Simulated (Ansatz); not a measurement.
# Mg2ZnO3: the cost of one run

Computed with Ansatz 0.2.0 (DFT r2SCAN, scalar-relativistic, plane waves, PAW).

## 1. The starting structure

The structure is trigonal, space group P-3m1 (No. 164). Conventional cell: a = 3.030 Å, b = 3.030 Å, c = 7.395 Å, α = 90.00°, β = 90.00°, γ = 120.00°. Mg (site symmetry 3m) has 6 O at 2.12 to 2.14 Å as nearest neighbours. Zn (site symmetry -3m) is surrounded by 6 O at 2.17 Å. O (site symmetry 3m) has 3 Mg at 2.12 Å and 3 Zn at 2.17 Å as nearest neighbours. O (site symmetry -3m) is surrounded by 6 Mg at 2.14 Å.

Structure file:

```cif
data_structure
_symmetry_space_group_name_H-M 'P 1'
_symmetry_Int_Tables_number 1
_cell_length_a 3.0302
_cell_length_b 3.0302
_cell_length_c 7.3955
_cell_angle_alpha 90.000
_cell_angle_beta 90.000
_cell_angle_gamma 120.000
_cell_volume 58.81
loop_
_atom_site_label
_atom_site_type_symbol
_atom_site_fract_x
_atom_site_fract_y
_atom_site_fract_z
_atom_site_occupancy
Mg1 Mg 0.33333 0.66667 0.66581 1
Mg2 Mg 0.66667 0.33333 0.33419 1
Zn1 Zn 0.00000 0.00000 0.00000 1
O1 O 0.33333 0.66667 0.17247 1
O2 O 0.66667 0.33333 0.82753 1
O3 O 0.00000 0.00000 0.50000 1
```

The cell was relaxed beforehand at this level, from a generated guess; it is a trial structure. At a tolerance of 0.02 Å it has space group P-3m1 (No. 164); it has 9.80 Å³/atom, an uncorrected energy of -2.22 eV/atom over the elements and, on its mesh, gap 2.91 eV.

## 2. Level of theory: r2SCAN

Input file input.yaml:

```yaml
crystal:
  lattice:
    - [3.0301642563, -2.9e-09, 0.0]
    - [-1.5150821256, 2.624199225, 0.0]
    - [0.0, 0.0, 7.3954575136]
  atoms:
    - { symbol: Mg, position: [0.3333333333, 0.6666666667, 0.6658139859] }
    - { symbol: Mg, position: [0.6666666667, 0.3333333333, 0.3341860141] }
    - { symbol: Zn, position: [0.0, 0.0, 0.0] }
    - { symbol: O, position: [0.3333333333, 0.6666666667, 0.1724730458] }
    - { symbol: O, position: [0.6666666667, 0.3333333333, 0.8275269542] }
    - { symbol: O, position: [0.0, 0.0, 0.5] }
basis:
  ecutwfc: 500
kpoints:
  mp_grid: { grid: [12, 12, 4] }
  band_path:
    path:
      - [[0.0, 0.0, 0.0], [0.5, 0.0, 0.0], [0.33333333, 0.33333333, 0.0], [0.0, 0.0, 0.0], [0.0, 0.0, 0.5], [0.5, 0.0, 0.5], [0.33333333, 0.33333333, 0.5], [0.0, 0.0, 0.5]]
      - [[0.5, 0.0, 0.5], [0.5, 0.0, 0.0]]
      - [[0.33333333, 0.33333333, 0.5], [0.33333333, 0.33333333, 0.0]]
    npoints: 14
hamiltonian:
  xc: r2scan
scf:
  occupations: { method: gaussian, width: 0.02 }
  n_extra_bands: 15
output:
  forces: true
  stress: true
  eigenvalues: true
  populations: true
  dos: { projected: true, de: 0.02, nscf_kmesh: { grid: [18, 18, 6] } }
  bader: true
  write_density: true
  write_potential: true
  elf: true
  volumetric_format: npy
```

Launch:

```bash
ansatz run input.yaml --threads 1 --pin off --max-ram 2560MiB --backend cpu --events-out ev --progress --plain --runs-dir out
```

Q: Estimate wall time and peak memory on 1 thread of Intel Xeon at 2.70GHz, shared host.

About 1.8 min, with a peak of 0.68 GiB.
